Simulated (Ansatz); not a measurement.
# Ta₄N₅: energy along a strain

Ta₄N₅, I4/m, a = 6.826 Å, c = 4.254 Å (as given, not relaxed at this level: 0.0 GPa, forces to 0.02 eV/Å). The structure is a Materials Project entry; whether it is the stable form wasn't checked. Ansatz: PBEsol, PAW, 420 eV, Γ-centred 12×12×12 mesh on 9 atoms, Gaussian smearing 0.15 eV; no spin polarisation. Cell vectors (Å): -3.413 3.413 2.127; 3.413 -3.413 2.127; 3.413 3.413 -2.127. The cell is strained by x per cent times the pattern (0 0 1 0 0 0) in the order xx yy zz yz xz xy (engineering shears), with fractional coordinates held. y is the free energy over the start, V0 = 11.010 Å³/atom.

| x (%) | y (meV/atom) |
| --- | --- |
| -2.00 | ? |
| -1.50 | 7.06 |
| -1.00 | 3.18 |
| -0.50 | 0.86 |
| 0.00 | 0.00 |
| 0.50 | 0.55 |
| 1.00 | 2.41 |
| 1.50 | 5.53 |
| 1.75 | 7.52 |
| 2.00 | 9.80 |

Question: Fit y = c1 x + c2 x² + c3 x³ to the other rows, get the stiffness along the pattern, and predict the missing energy.

Answer: Least squares on the rows shown. y = −0.2805 x + 2.797 x² − 0.1030 x³. The clamped-ion stiffness p·C·p = 2 × 27.97 eV × 160.2 / 11.010 Å³ = 814 GPa, which is C33 in these axes (second derivative at the start, which stands under stress). At x = -2.00 the fit asked for gives 12.57 meV/atom. The run gave 12.59 meV/atom, so the fit is 0.02 meV/atom too low, a small miss on the scale of the series.

The cell has an odd number of electrons and ran without spin polarisation, so a magnetic or disproportionated state may lie lower. Spin–orbit coupling is left out, which can shift energies with elements as heavy as these.

The energy well along c is steep and slightly lopsided: at equal strain, compression costs more than extension. Near the start this comes mainly from the linear term, a small residual stress that favours a longer c axis. At the ends of the range the cubic term outweighs it, as expected when short-range repulsion rises faster than bonding weakens. The close prediction at -2.00 % suggests that higher-order terms matter little over this range.

A stiffness of 814 GPa fits the structure, a rocksalt derivative with ordered metal vacancies. Its c axis runs along a former cube axis, so the strain acts directly on the lengths of Ta–N bonds, whose covalent N 2p–Ta 5d σ character resists stretching and compression strongly. Letting the atoms relax within the strained cell can only lower this value, and the vacancies probably give them room to do so. Because the lateral axes are held fixed, C33 is also not the Young's modulus along c, and a single strain pattern says nothing about shear resistance or hardness.
